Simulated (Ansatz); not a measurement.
**WSe2 in the CdCl2-type structure**

Computed with Ansatz (plane waves, PAW, 420 eV cutoff): PBEsol, scalar-relativistic, collinear spin, Γ-centred 12×12×12 mesh, 0.05 eV Gaussian smearing. The datasets are Ansatz's generated set soft_2.

```
W Se
1.0
     1.61748    0.93385    6.48983
    -1.61748    0.93385    6.48983
     0.00000   -1.86771    6.48983
W Se
1 2
Direct
  0.00000 0.00000 0.00000
  0.24479 0.24479 0.24479
  0.75521 0.75521 0.75521
```

The start was a prototype's sites filled with these elements. The Crystallography Open Database lists the compound in space group P63/mmc, so this is a trial structure.

Magnetic state: non-magnetic, site spin moments none.

Question: Which orbitals carry the states at the Fermi level, and how many states are there?

Answer: Within 0.1 eV of it: W 5d 61 %, Se 4p 37 % (shares among the projected shells). The Fermi level sits on a steep edge: the density of states is 0.5, 0.6 and 0.8 states/eV per cell at −0.1, 0 and +0.1 eV.

Density of states (tetrahedra, averaged over 0.3 eV; states/eV per cell of 3 atoms; energy in eV from the Fermi level):

| E (eV) | DOS |
| --- | --- |
| -7.60 | 0.26 |
| -7.30 | 0.81 |
| -7.00 | 0.98 |
| -6.70 | 1.28 |
| -6.40 | 1.57 |
| -6.10 | 2.01 |
| -5.80 | 3.39 |
| -5.50 | 1.18 |
| -5.20 | 1.70 |
| -4.90 | 2.65 |
| -4.60 | 2.58 |
| -4.30 | 1.46 |
| -4.00 | 2.79 |
| -3.70 | 2.98 |
| -3.40 | 2.82 |
| -3.10 | 4.05 |
| -2.80 | 2.34 |
| -2.50 | 1.73 |
| -2.20 | 1.19 |
| -1.90 | 0.87 |
| -1.60 | 0.95 |
| -1.30 | 2.17 |
| -1.00 | 2.05 |
| -0.70 | 1.65 |
| -0.40 | 0.78 |
| -0.10 | 0.56 |
| 0.20 | 1.19 |
| 0.50 | 2.30 |
| 0.80 | 1.85 |
| 1.10 | 1.73 |
| 1.40 | 1.82 |
| 1.70 | 2.00 |
| 2.00 | 2.30 |
| 2.30 | 1.42 |
| 2.60 | 1.95 |
| 2.90 | 1.93 |
| 3.20 | 1.84 |
| 3.50 | 2.92 |
| 3.80 | 1.55 |
| 4.10 | 0.95 |
| 4.40 | 0.83 |
| 4.70 | 0.93 |
| 5.00 | 1.10 |
| 5.30 | 1.00 |
| 5.60 | 1.45 |
| 5.90 | 1.54 |

Spin–orbit coupling, which matters for such heavy elements, is left out. The starting moments died out; a magnetic state reached from other starts isn't excluded. The structure is layered, and this functional has no dispersion term, so the layers' spacing is poorly fixed, often too long, and so is what hangs on it.
